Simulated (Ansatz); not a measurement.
**Stress against strain in Li**

```yaml
crystal:
  lattice:
    - [3.11100, 0.00000, 0.00000]
    - [-1.55550, 2.69421, 0.00000]
    - [0.00000, 0.00000, 5.09300]
  atoms:
    - { symbol: Li, position: [0.33333, 0.66667, 0.25000] }
    - { symbol: Li, position: [0.66667, 0.33333, 0.75000] }
```

Atoms are numbered in the order listed.

The conventional cell has a = 3.111 Å, b = 3.111 Å, c = 5.093 Å, α = 90.00°, β = 90.00°, γ = 120.00°. Li (atom 1) is surrounded by 12 Li at 3.11 to 3.12 Å.

The structure is an experimental refinement, used without relaxation.

Method: DFT, PBE, all-electron LAPW, scalar-relativistic in Ansatz 0.2.0.

The runs use a Γ-centred 15×15×8 k mesh, Fermi–Dirac smearing of 0.08 eV, basis error target 0.5 meV/atom, no spin polarisation.

The strain is applied along the Cartesian axes of the cell as listed (the other components stay zero). Fractional coordinates are held (clamped ions).

σ is the change of stress from the unstrained cell, which is at -0.67 GPa; tension is positive, so slopes are stress–strain coefficients at that pressure. In a metal the k mesh adds noise.

Only quantities that a quadratic follows smoothly over the whole series are listed; rougher ones are left out.

```tsv
εzz	σzz (GPa)	σxx (GPa)
-0.0300	-0.73	-0.19
-0.0200	-0.49	-0.12
0.0000	0.00	0.00
0.0100	0.25	0.05
0.0200	0.49	0.09
0.0300	0.73	0.12
```

Task: Fit the series and read off the stiffness at zero strain.

Result: Least-squares fits y = p0 + p1 x + p2 x² to the rows give σzz (GPa): p1 = 24.4, p2 = -2.9; σxx (GPa): p1 = 5.2, p2 = -40. So C33 = 24 GPa and C13 = 5 GPa, for these axes.

Task: One run, at εzz = -0.0100, is withheld. Predict its row.

Result: The fits give -0.24, -0.06; the run gave -0.25, -0.06.
